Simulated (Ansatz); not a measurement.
What does this script print? It uses Ansatz 0.2.0 through its Python package.

Contents of `hfn.xyz`:
```text
2
Lattice="0.0 2.256 2.256 2.256 0.0 2.256 2.256 2.256 0.0" Properties=species:S:1:pos:R:3 pbc="T T T"
Hf    0.00000000    0.00000000    0.00000000
N     2.25600000    2.25600000    2.25600000
```

`hfn.py`:
```python
# -*- coding: utf-8 -*-
"""A vacancy in a supercell of HfN, against the perfect cell."""

import ansatz as az
import numpy as np

params = {
    "xc": "r2SCAN",
    "vdw": "d3bjatm",
    "k_length": 10,
    "sigma": 0.05,
}


def main():
    crystal = az.Crystal.from_extxyz("hfn.xyz")
    host = crystal.supercell(2)
    defective = host.vacancy("N", at=(0.5, 0.5, 0.5))

    def with_settings(structure):
        return (
            structure.calculation()
            .functional(params["xc"], dispersion=params["vdw"])
            .pseudopotentials("paw")
            .basis(39 * az.Ry)
            .kpoints(length=params["k_length"])
            .occupations(az.OccupationsMethod.COLD, width=params["sigma"])
            .band_table()
        )


    perfect = with_settings(host).run(threads=1).report
    calc = (
        with_settings(defective)
        .relax(force_tolerance=0.05, max_steps=40)
    )
    res = calc.run(threads=1)
    report = res.report

    n_host, n_defect = len(perfect["lattice"]["sites"]), len(report["lattice"]["sites"])
    print(f"perfect cell: {n_host} atoms, F = {perfect['free_energy_ev']:.4f} eV")
    print(f"defect cell:  {n_defect} atoms, F = {report['free_energy_ev']:.4f} eV")
    # chemical potentials are still to be added to this difference
    print(f"difference {report['free_energy_ev'] - perfect['free_energy_ev']:.4f} eV (no chemical potentials)")

    start = np.array([site.position for site in defective.resolved().sites])
    step = np.array([site.position_frac for site in res.lattice.sites]) - start
    moved = np.linalg.norm((step - np.round(step)) @ res.lattice.cell_ang, axis=1)
    print("relaxation by atom (A):", " ".join(f"{site.symbol}:{d:.3f}" for site, d in zip(res.lattice.sites, moved)))

    for site in res.lattice.sites:
        print(f"{site.symbol:2s}", " ".join(f"{v:8.4f}" for v in site.position_ang))


if __name__ == "__main__":
    main()
```

`python hfn.py` gives:
```text
perfect cell: 16 atoms, F = -128975.3393 eV
defect cell:  15 atoms, F = -128586.5245 eV
difference 388.8148 eV (no chemical potentials)
relaxation by atom (A): Hf:0.000 Hf:0.014 N:0.000 Hf:0.014 N:0.000 Hf:0.014 N:0.000 Hf:0.014 N:0.000 Hf:0.014 N:0.000 Hf:0.014 N:0.000 Hf:0.000 N:0.000
Hf  -0.0000   0.0000   0.0000
Hf   2.2560   2.2560   0.0144
N    4.5120   4.5120   2.2560
Hf   2.2560   0.0144   2.2560
N    4.5120   2.2560   4.5120
Hf   4.4976   2.2560   2.2560
N    6.7680   4.5120   4.5120
Hf   0.0144   2.2560   2.2560
N    2.2560   4.5120   4.5120
Hf   2.2560   4.4976   2.2560
N    4.5120   6.7680   4.5120
Hf   2.2560   2.2560   4.4976
N    4.5120   4.5120   6.7680
Hf   4.5120   4.5120   4.5120
N    6.7680   6.7680   6.7680
```

Notes:
- Total energies depend on the potentials; only differences at equal settings carry meaning. A total without «per atom» is that of the cell as typed.
- The run is spin-unpolarised.
- Dispersion corrections can be off by several per cent in the lattices of metals, and by several GPa in the pressure at a fixed cell.
- For a metal this mesh is far too coarse, so the numbers only illustrate the procedure.
- The relaxation stopped at 0.040 eV/Å, so the energy gained is a lower bound and displacements are uncertain.
- The difference holds no chemical potentials.
- Errors of mesh and smearing per atom add up over the supercell, so the energy can be off by tenths of an eV.
- Spin-orbit coupling, which matters for elements this heavy, is left out.
- The starting cell is as deposited in a crystallographic database; the results hold for this polymorph, which needn't be the stable one.
- The supercell is small, so the defect meets its images and the energies aren't those of an isolated defect; a partly filled defect level may also lower its energy by spin or distortion. For a charged cell the difference holds no correction, alignment or term for the electrons' reservoir.
- Wall time of the script: 67 s on 1 thread of Arm Neoverse V1, on a shared host, peak memory 1.1 GiB.
